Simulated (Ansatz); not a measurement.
## Sn under changes of volume

One of the cells (28.673 Å³/atom); the others are scaled copies at fixed shape and fractional positions:

```
CELL_PARAMETERS angstrom
-1.72654 1.77555 2.33834
1.72654 -1.77555 2.33834
1.72654 1.77555 -2.33834
ATOMIC_POSITIONS crystal
Sn 0.00000 0.00000 0.00000
```

This isn't the form of Sn at room conditions, which is tetragonal (white tin).

- Program: Ansatz 0.2.0
- Functional: PBEsol
- Potentials or basis: Ansatz PAW
- Cutoff: 420 eV (not typed: the program's choice for these potentials)
- k mesh: 11 × 11 × 11
- Occupations: fermi-dirac, width 0.05 eV
- Spin: no spin polarisation

```tsv
volume (Å³/atom)	energy over the lowest point (meV/atom)	pressure (GPa)
26.953	0.00	-0.8
27.526	4.65	-1.8
28.100	?	?
28.673	24.28	-3.6
29.247	38.47	-4.3
29.820	55.10	-5.0
30.394	73.90	-5.5
```

What does the run at 28.100 Å³/atom give?

Energy over the lowest point 12.89 meV/atom; pressure -2.8 GPa.

Worked out: A Birch-Murnaghan fit of order 3 (a polynomial in V^(-2/3)) to the other rows has its minimum at 26.59 Å³/atom, just outside them, with B0 = V·E''(V) = 57 GPa and B' = 4.8 at fixed shape and positions, which overstates the stiffness. It gives 12.89 meV/atom at 28.100 Å³/atom, against the run's 12.89, and -dE/dV = -2.8 GPa, against -2.8.

Energies are extrapolated to zero smearing.

Caveats: the PAW data sets come from PBE, with cores solved anew for the run's functional, which leaves a small shift of forces and pressure.
